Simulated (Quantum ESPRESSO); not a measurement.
# GaN (F-43m) in Quantum ESPRESSO: a series of runs

One crystal, GaN, is run at these levels: vdW-DF2, LDA; tasks: band structure.

All numbers are computed with Quantum ESPRESSO 7.5; they aren't measurements. Logs are shortened: lines on timing, memory, paths and dates and some standing lists are left out, and cuts for length are marked.

**Experimental background.**

From a printed reference work, textbook, for a bulk crystal of GaN at 0 K: band gap 3.299 eV (direct).

The runs below are set against these values where they give the same quantity.

## Step 1: The crystal as given

Symmetry: F-43m, No. 216, cubic system. The conventional cell has a = 4.507 Å, b = 4.507 Å, c = 4.507 Å, α = 90.00°, β = 90.00°, γ = 90.00°. Around Ga (site symmetry -43m) lie 4 N at 1.95 Å. N (site symmetry -43m) has 4 Ga at 1.95 Å as nearest neighbours.

The cell is a database's computed one.

## Step 2: Band structure, vdW-DF2

Contents of pw.in:

```
&CONTROL
  calculation = 'scf'
  prefix = 'pwscf'
  outdir = './tmp'
  pseudo_dir = './pseudo'
  tprnfor = .true.
  tstress = .true.
  disk_io = 'low'
/
&SYSTEM
  ibrav = 0
  A = 3.18693112
  nat = 2
  ntyp = 2
  ecutwfc = 84
  nbnd = 15
  input_dft = 'vdw-df2'
  occupations = 'smearing'
  smearing = 'fd'
  degauss = 0.00367493
/
&ELECTRONS
  conv_thr = 4d-10
  electron_maxstep = 120
  mixing_beta = 0.5
/
ATOMIC_SPECIES
Ga    69.7230 Ga.upf
N     14.0070 N.upf
CELL_PARAMETERS alat
   0.0000000000    0.7071067816    0.7071067816
   0.7071067816    0.0000000000    0.7071067816
   0.7071067816    0.7071067816    0.0000000000
ATOMIC_POSITIONS alat
Ga     0.0000000000    0.0000000000    0.0000000000
N      0.3535533908    0.3535533908    0.3535533908
K_POINTS automatic
10 10 10 0 0 0
```

Contents of bands.in:

```
&CONTROL
  calculation = 'bands'
  prefix = 'pwscf'
  outdir = './tmp'
  pseudo_dir = './pseudo'
  disk_io = 'low'
  verbosity = 'high'
/
&SYSTEM
  ibrav = 0
  A = 3.18693112
  nat = 2
  ntyp = 2
  ecutwfc = 84
  nbnd = 15
  input_dft = 'vdw-df2'
  occupations = 'smearing'
  smearing = 'fd'
  degauss = 0.00367493
/
&ELECTRONS
  conv_thr = 1d-08
  electron_maxstep = 120
  mixing_beta = 0.5
  diago_full_acc = .true.
/
ATOMIC_SPECIES
Ga    69.7230 Ga.upf
N     14.0070 N.upf
CELL_PARAMETERS alat
   0.0000000000    0.7071067816    0.7071067816
   0.7071067816    0.0000000000    0.7071067816
   0.7071067816    0.7071067816    0.0000000000
ATOMIC_POSITIONS alat
Ga     0.0000000000    0.0000000000    0.0000000000
N      0.3535533908    0.3535533908    0.3535533908
K_POINTS crystal
60
 0.0000000000  0.0000000000  0.0000000000 1
 0.0625000000  0.0000000000  0.0625000000 1
 0.1250000000  0.0000000000  0.1250000000 1
 0.1875000000  0.0000000000  0.1875000000 1
 0.2500000000  0.0000000000  0.2500000000 1
 0.3125000000  0.0000000000  0.3125000000 1
 0.3750000000  0.0000000000  0.3750000000 1
 0.4375000000  0.0000000000  0.4375000000 1
 0.5000000000  0.0000000000  0.5000000000 1
 0.5000000000  0.0625000000  0.5625000000 1
 0.5000000000  0.1250000000  0.6250000000 1
 0.5000000000  0.1875000000  0.6875000000 1
 0.5000000000  0.2500000000  0.7500000000 1
 0.4375000000  0.3125000000  0.7500000000 1
 0.3750000000  0.3750000000  0.7500000000 1
 0.3375000000  0.3375000000  0.6750000000 1
 0.3000000000  0.3000000000  0.6000000000 1
 0.2625000000  0.2625000000  0.5250000000 1
 0.2250000000  0.2250000000  0.4500000000 1
 0.1875000000  0.1875000000  0.3750000000 1
 0.1500000000  0.1500000000  0.3000000000 1
 0.1125000000  0.1125000000  0.2250000000 1
 0.0750000000  0.0750000000  0.1500000000 1
 0.0375000000  0.0375000000  0.0750000000 1
 0.0000000000  0.0000000000  0.0000000000 1
 0.0625000000  0.0625000000  0.0625000000 1
 0.1250000000  0.1250000000  0.1250000000 1
 0.1875000000  0.1875000000  0.1875000000 1
 0.2500000000  0.2500000000  0.2500000000 1
 0.3125000000  0.3125000000  0.3125000000 1
 0.3750000000  0.3750000000  0.3750000000 1
 0.4375000000  0.4375000000  0.4375000000 1
 0.5000000000  0.5000000000  0.5000000000 1
 0.5250000000  0.4500000000  0.5250000000 1
 0.5500000000  0.4000000000  0.5500000000 1
 0.5750000000  0.3500000000  0.5750000000 1
 0.6000000000  0.3000000000  0.6000000000 1
 0.6250000000  0.2500000000  0.6250000000 1
 0.5833333333  0.2500000000  0.6666666667 1
 0.5416666667  0.2500000000  0.7083333333 1
 0.5000000000  0.2500000000  0.7500000000 1
 0.5000000000  0.2857142857  0.7142857143 1
 0.5000000000  0.3214285714  0.6785714286 1
 0.5000000000  0.3571428571  0.6428571429 1
 0.5000000000  0.3928571429  0.6071428571 1
 0.5000000000  0.4285714286  0.5714285714 1
 0.5000000000  0.4642857143  0.5357142857 1
 0.5000000000  0.5000000000  0.5000000000 1
 0.4821428571  0.4821428571  0.5357142857 1
 0.4642857143  0.4642857143  0.5714285714 1
 0.4464285714  0.4464285714  0.6071428571 1
 0.4285714286  0.4285714286  0.6428571429 1
 0.4107142857  0.4107142857  0.6785714286 1
 0.3928571429  0.3928571429  0.7142857143 1
 0.3750000000  0.3750000000  0.7500000000 1
 0.6250000000  0.2500000000  0.6250000000 1
 0.5937500000  0.1875000000  0.5937500000 1
 0.5625000000  0.1250000000  0.5625000000 1
 0.5312500000  0.0625000000  0.5312500000 1
 0.5000000000  0.0000000000  0.5000000000 1
```

Potentials or basis: PseudoDojo 0.4.1 SR PBE standard.

The run is started by

```sh
$ OMP_NUM_THREADS=1 pw.x -in pw.in > pw.out
$ OMP_NUM_THREADS=1 pw.x -in bands.in > bands.out
```

pw.out:

```text
This program is part of the open-source Quantum ESPRESSO suite
     for quantum simulation of materials; please cite
         "P. Giannozzi et al., J. Phys.:Condens. Matter 21 395502 (2009);
         "P. Giannozzi et al., J. Phys.:Condens. Matter 29 465901 (2017);
         "P. Giannozzi et al., J. Chem. Phys. 152 154105 (2020);
     in publications or presentations arising from this work. More details at

     IMPORTANT: XC functional enforced from input :
     Exchange-correlation= VDW-DF2
                           (   1   4  13   0   2   0   0)
     Any further DFT definition will be discarded
     Please, verify this is what you really want

     Message from routine setup:
     using ibrav=0 with symmetry is DISCOURAGED, use correct ibrav instead

     G-vector sticks info
     --------------------
     sticks:   dense  smooth     PW     G-vecs:    dense   smooth      PW
     Sum         847     847    253                16145    16145    2733

     Using Slab Decomposition

     bravais-lattice index     =            0
     lattice parameter (alat)  =       6.0224  a.u.
     unit-cell volume          =     154.4542 (a.u.)^3
     number of atoms/cell      =            2
     number of atomic types    =            2
     number of electrons       =        18.00
     number of Kohn-Sham states=           15
     kinetic-energy cutoff     =      84.0000  Ry
     charge density cutoff     =     336.0000  Ry
     scf convergence threshold =      4.0E-10
     mixing beta               =       0.5000
     number of iterations used =            8  plain     mixing
     Exchange-correlation= VDW-DF2
                           (   1   4  13   0   2   0   0)

     celldm(1)=   6.022427  celldm(2)=   0.000000  celldm(3)=   0.000000
     celldm(4)=   0.000000  celldm(5)=   0.000000  celldm(6)=   0.000000

     crystal axes: (cart. coord. in units of alat)
               a(1) = (   0.000000   0.707107   0.707107 )
               a(2) = (   0.707107   0.000000   0.707107 )
               a(3) = (   0.707107   0.707107   0.000000 )

     reciprocal axes: (cart. coord. in units 2 pi/alat)
               b(1) = ( -0.707107  0.707107  0.707107 )
               b(2) = (  0.707107 -0.707107  0.707107 )
               b(3) = (  0.707107  0.707107 -0.707107 )

     PseudoPot. # 1 for Ga read from file:
     Ga.upf
     Pseudo is Norm-conserving + core correction, Zval = 13.0
     Generated using ONCVPSP code by D. R. Hamann
     Using radial grid of 1902 points,  6 beta functions with:
                l(1) =   0
                l(2) =   0
                l(3) =   1
[... 85 lines left out ...]
     % Please cite the following two papers that made this development      %
     % possible and the two reviews that describe the various versions:     %
     %                                                                      %
     %   T. Thonhauser et al., PRL 115, 136402 (2015).                      %
     %   T. Thonhauser et al., PRB 76, 125112 (2007).                       %
     %   K. Berland et al., Rep. Prog. Phys. 78, 066501 (2015).             %
     %   D.C. Langreth et al., J. Phys.: Condens. Matter 21, 084203 (2009). %
     %                                                                      %
     % If you are calculating stress with vdW-DF, please also cite:         %
     %                                                                      %
     %   R. Sabatini et al., J. Phys.: Condens. Matter 24, 424209 (2012).   %
     %                                                                      %
     %%%%%%%%%%%%%%%%%%%%%%%%%%%%%%%%%%%%%%%%%%%%%%%%%%%%%%%%%%%%%%%%%%%%%%%%

     %%%%%%%%%%%%%%%%%%%%%%%%%%%%%%%%%%%%%%%%%%%%%%%%%%%%%%%%%%%%%%%%%%%%%%%%
     %                                                                      %
     %  vdW-DF NEWS:                                                        %
     %                                                                      %
     %  * vdW-DF3 is now available. DOI: 10.1021/acs.jctc.0c00471           %
     %    use with input_dft = 'vdW-DF3-opt1' or 'vdW-DF3-opt2'             %
     %                                                                      %
     %  * Unscreened and range-separated hybrid vdW-DF-cx functionals       %
     %    DOI: 10.1063/1.4986522 and 10.1088/1361-648X/ac2ad2               %
     %    use with input_dft = 'vdW-DF-cx0'    and 'vdW-DF-ahcx'            %
     %  * Unscreened and range-separated hybrid vdW-DF2-b86r functionals    %
     %    DOI: 10.1063/1.4986522 and DOI: 10.1103/PhysRevX.12.041003        %
     %    use with input_dft = 'vdW-DF2-br0' and 'vdW-DF2-ahbr'             %
     %                                                                      %
     %%%%%%%%%%%%%%%%%%%%%%%%%%%%%%%%%%%%%%%%%%%%%%%%%%%%%%%%%%%%%%%%%%%%%%%%

     Starting wfcs are   13 randomized atomic wfcs +    2 random wfcs

     Self-consistent Calculation

     iteration #  1     ecut=    84.00 Ry     beta= 0.50
     Davidson diagonalization with overlap
     ethr =  1.00E-02,  avg # of iterations =  6.2

     total energy              =    -174.52469070 Ry
     estimated scf accuracy    <       0.62838163 Ry
[... 8 lines left out ...]
     iteration #  3     ecut=    84.00 Ry     beta= 0.50
     Davidson diagonalization with overlap
     ethr =  7.37E-04,  avg # of iterations =  1.9

     negative rho (up, down):  5.660E-07 0.000E+00

     total energy              =    -174.73532251 Ry
     estimated scf accuracy    <       0.00335998 Ry

     iteration #  4     ecut=    84.00 Ry     beta= 0.50
     Davidson diagonalization with overlap
     ethr =  1.87E-05,  avg # of iterations =  4.7
[... 32 lines left out ...]
     iteration #  9     ecut=    84.00 Ry     beta= 0.50
     Davidson diagonalization with overlap
     ethr =  3.52E-11,  avg # of iterations =  2.3

     End of self-consistent calculation

          k = 0.0000 0.0000 0.0000 (  1989 PWs)   bands (ev):

    -5.2680  -3.2514  -3.2514  -3.2514  -2.9610  -2.9610  10.5914  10.5914
    10.5914  12.3479  20.8391  20.8391  20.8391  28.3379  29.8117

          k = 0.0707 0.0707-0.0707 (  2004 PWs)   bands (ev):
[... 146 lines left out ...]
    -4.4516  -3.1718  -2.9646  -2.9646  -2.8880  -1.0392   4.4331   7.9375
     7.9375  14.3027  17.1748  22.5043  24.4416  24.4416  32.4661

          k = 0.2828 0.1414 0.0000 (  2001 PWs)   bands (ev):

    -4.7690  -3.1780  -3.1641  -3.0271  -2.9433  -2.7657   7.2307   9.1473
     9.9186  15.2094  18.8124  21.1126  21.8496  24.8565  29.2621

          k = 0.3536 0.2121-0.0707 (  2005 PWs)   bands (ev):
[... 71 lines left out ...]
    -4.4427  -3.1194  -3.0777  -2.9562  -2.9322  -0.8053   4.7796   7.0991
     7.1473  16.7177  18.5140  21.3426  22.1352  25.4641  30.7359

     the Fermi energy is    11.5162 ev

!    total energy              =    -174.73568177 Ry
     estimated scf accuracy    <          5.1E-11 Ry
     smearing contrib. (-TS)   =      -0.00000000 Ry
     internal energy E=F+TS    =    -174.73568177 Ry

     The total energy is F=E-TS. E is the sum of the following terms:
     one-electron contribution =     -52.75896664 Ry
     hartree contribution      =      43.82810402 Ry
     xc contribution           =     -49.13050203 Ry
     ewald contribution        =    -116.67431712 Ry

     convergence has been achieved in   9 iterations

     Forces acting on atoms (cartesian axes, Ry/au):

     atom    1 type  1   force =    -0.00000000   -0.00000000    0.00000000
     atom    2 type  2   force =    -0.00000000    0.00000000   -0.00000000

     Total force =     0.000000     Total SCF correction =     0.000000

     Computing stress (Cartesian axis) and pressure

          total   stress  (Ry/bohr**3)                   (kbar)     P=      137.82
   0.00093687   0.00000000   0.00000000          137.82        0.00        0.00
   0.00000000   0.00093687   0.00000000            0.00      137.82        0.00
   0.00000000   0.00000000   0.00093687            0.00        0.00      137.82

=------------------------------------------------------------------------------=
   JOB DONE.
=------------------------------------------------------------------------------=
```

Run time: 3.2 min. Hardware: 1 thread of AMD EPYC 7B13 (Zen 3), shared host; peak memory 0.1 GiB.

Results:

```yaml
Free_energy: -2377.4001 eV
Pressure: 13.8 GPa
Band_gap_on_the_k_mesh: 1.76 eV, direct
Band_gap_along_the_path: 1.76 eV, direct
```

Levels at the corners of the path, in eV from the valence-band top:
```tsv
point	band 7	band 8	band 9	band 10	band 11	band 12
Γ	0.00	0.00	0.00	1.76	10.25	10.25
X	-6.16	-2.65	-2.65	3.71	6.58	11.91
W	-5.76	-3.59	-3.52	6.52	8.08	10.30
K	-5.91	-4.12	-2.14	5.28	7.70	11.24
Γ	0.00	0.00	0.00	1.76	10.25	10.25
L	-6.95	-0.96	-0.96	4.57	8.93	10.43
U	-5.91	-4.12	-2.14	5.28	7.70	11.24
W	-5.76	-3.59	-3.52	6.52	8.08	10.30
L	-6.95	-0.96	-0.96	4.57	8.93	10.43
K	-5.91	-4.12	-2.14	5.28	7.70	11.24
U	-5.91	-4.12	-2.14	5.28	7.70	11.24
X	-6.16	-2.65	-2.65	3.71	6.58	11.91
```

Caveat: the potentials were made for another functional, which shifts forces and pressure.

## Step 3: Band structure, LDA

Contents of pw.in:

```
&CONTROL
  calculation = 'scf'
  prefix = 'pwscf'
  outdir = './tmp'
  pseudo_dir = './pseudo'
  tprnfor = .true.
  tstress = .true.
  disk_io = 'low'
/
&SYSTEM
  ibrav = 0
  nat = 2
  ntyp = 2
  ecutwfc = 45
  ecutrho = 360
  nbnd = 19
  occupations = 'smearing'
  smearing = 'fd'
  degauss = 0.00367493
/
&ELECTRONS
  conv_thr = 4d-10
  electron_maxstep = 120
  mixing_beta = 0.5
/
ATOMIC_SPECIES
Ga    69.7230 ga_lda_v1.4.uspp.F.UPF
N     14.0070 n_lda_v1.2.uspp.F.UPF
CELL_PARAMETERS angstrom
   0.0000000000    2.2535006075    2.2535006075
   2.2535006075    0.0000000000    2.2535006075
   2.2535006075    2.2535006075    0.0000000000
ATOMIC_POSITIONS crystal
Ga     0.0000000000    0.0000000000    0.0000000000
N      0.2500000000    0.2500000000    0.2500000000
K_POINTS automatic
10 10 10 0 0 0
```

Edit bands.in of step 2 so:

```diff
@@ -10,8 +10,7 @@
   ibrav = 0
-  A = 3.18693112
   nat = 2
   ntyp = 2
-  ecutwfc = 84
-  nbnd = 15
-  input_dft = 'vdw-df2'
+  ecutwfc = 45
+  ecutrho = 360
+  nbnd = 19
   occupations = 'smearing'
@@ -27,11 +26,11 @@
 ATOMIC_SPECIES
-Ga    69.7230 Ga.upf
-N     14.0070 N.upf
-CELL_PARAMETERS alat
-   0.0000000000    0.7071067816    0.7071067816
-   0.7071067816    0.0000000000    0.7071067816
-   0.7071067816    0.7071067816    0.0000000000
-ATOMIC_POSITIONS alat
+Ga    69.7230 ga_lda_v1.4.uspp.F.UPF
+N     14.0070 n_lda_v1.2.uspp.F.UPF
+CELL_PARAMETERS angstrom
+   0.0000000000    2.2535006075    2.2535006075
+   2.2535006075    0.0000000000    2.2535006075
+   2.2535006075    2.2535006075    0.0000000000
+ATOMIC_POSITIONS crystal
 Ga     0.0000000000    0.0000000000    0.0000000000
-N      0.3535533908    0.3535533908    0.3535533908
+N      0.2500000000    0.2500000000    0.2500000000
 K_POINTS crystal
```

Potentials or basis: GBRV 1.5 LDA.

The run is started by

```sh
$ OMP_NUM_THREADS=1 pw.x -in pw.in > pw.out
$ OMP_NUM_THREADS=1 pw.x -in bands.in > bands.out
```

It took 18 s on 1 thread of AMD EPYC 7B13 (Zen 3), shared host; peak memory 0.11 GiB.

Results (log left out):

```
Free energy             : -5921.3933 eV
Pressure                : -6.4 GPa
Band gap on the k mesh  : 1.74 eV, direct
Band gap along the path : 1.74 eV, direct
```

Levels at the corners of the path, in eV from the valence-band top:
```
point  band 8  band 9  band 10  band 11  band 12  band 13  band 14  band 15  band 16  band 17
    Γ  -13.18  -13.18     0.00     0.00     0.00     1.74    10.12    10.12    10.12    17.28
    X  -13.10  -11.34    -6.22    -2.73    -2.73     3.26     6.46    11.49    13.76    13.76
    W  -13.17  -11.05    -5.80    -3.74    -3.69     6.12     8.21    10.16    10.90    15.06
    K  -13.14  -11.17    -5.96    -4.31    -2.20     4.88     7.70    10.87    12.66    13.44
    Γ  -13.18  -13.18     0.00     0.00     0.00     1.74    10.12    10.12    10.12    17.28
    L  -13.13  -11.82    -7.13    -0.98    -0.98     4.53     8.59    10.20    10.20    15.38
    U  -13.14  -11.17    -5.96    -4.31    -2.20     4.88     7.70    10.87    12.66    13.44
    W  -13.17  -11.05    -5.80    -3.74    -3.69     6.12     8.21    10.16    10.90    15.06
    L  -13.13  -11.82    -7.13    -0.98    -0.98     4.53     8.59    10.20    10.20    15.38
    K  -13.14  -11.17    -5.96    -4.31    -2.20     4.88     7.70    10.87    12.66    13.44
    U  -13.14  -11.17    -5.96    -4.31    -2.20     4.88     7.70    10.87    12.66    13.44
    X  -13.10  -11.34    -6.22    -2.73    -2.73     3.26     6.46    11.49    13.76    13.76
```

## Step 4: Against experiment

Step 2. Measured gap of GaN: 3.299 eV (direct; 0 K; a printed reference work, textbook). This calculation gives 1.76 eV (-1.54 eV). Spin-orbit coupling on Ga is left out. The value is that of vdW-DF2, without temperature or zero-point motion. The cell is a database's relaxed one, not the measured one, which moves gaps too.

Step 3. A measured gap of GaN is 3.299 eV (direct; 0 K; a printed reference work, textbook); the calculated 1.74 eV misses it by -1.56 eV. Spin-orbit coupling on Ga is left out. The value is that of LDA, without temperature or zero-point motion. Semilocal functionals fall short of measured gaps as a rule. The cell is a database's relaxed one, not the measured one, which moves gaps too.
